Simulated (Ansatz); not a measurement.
Runs of Ansatz 0.2.0 on BP. It takes space group F-43m (No. 216, cubic). The conventional cell has a = 4.538 Å, b = 4.538 Å, c = 4.538 Å, α = 90.00°, β = 90.00°, γ = 90.00°. P (site symmetry -43m) has 4 B at 1.97 Å as nearest neighbours. B (site symmetry -43m) is surrounded by 4 P at 1.97 Å. 

```tsv
task	level	cell	k mesh	cutoff (eV)	gap on the mesh (eV)	pressure (GPa)	relaxed volume (Å³/atom)
elastic constants	LDA	as given	7 × 7 × 7	304	1.19	-5.2	-
relaxation of cell and atoms	PBEsol	relaxed	10 × 10 × 10	-	(b)	0.0	(d)
relaxation of cell and atoms	revPBE+D3(BJ)	relaxed	10 × 10 × 10	-	1.21	0.0	11.27
relaxation of cell and atoms	RPBE+D4	relaxed	10 × 10 × 10	-	1.19	0.0	11.10
band structure	LDA	as given	10 × 10 × 10	283	1.19	-5.2	-
relaxation of cell and atoms	RPBE	relaxed	10 × 10 × 10	-	1.30	0.0	(c)
relaxation of cell and atoms	PBEsol+D4	relaxed	10 × 10 × 10	-	(a)	0.0	11.35
relaxation of cell and atoms	PBEsol+D3(BJ)	relaxed	10 × 10 × 10	-	1.09	0.0	11.30
```

Alike in all rows: potentials or basis all-electron LAPW, scalar-relativistic; no spin polarisation; smearing fermi-dirac 0.05 eV; basis error allowed 0.001 eV/atom.

Q: Estimate the missing entries.

A: (a) 1.10; (b) 1.12; (c) 11.97; (d) 11.54.

Caveats: the cell is more than 3 GPa from zero pressure, which shifts response properties (some runs); an odd mesh through Γ misses points on the zone boundary, where band edges often lie (some runs).

Runs at the PBE level aren't shown here.
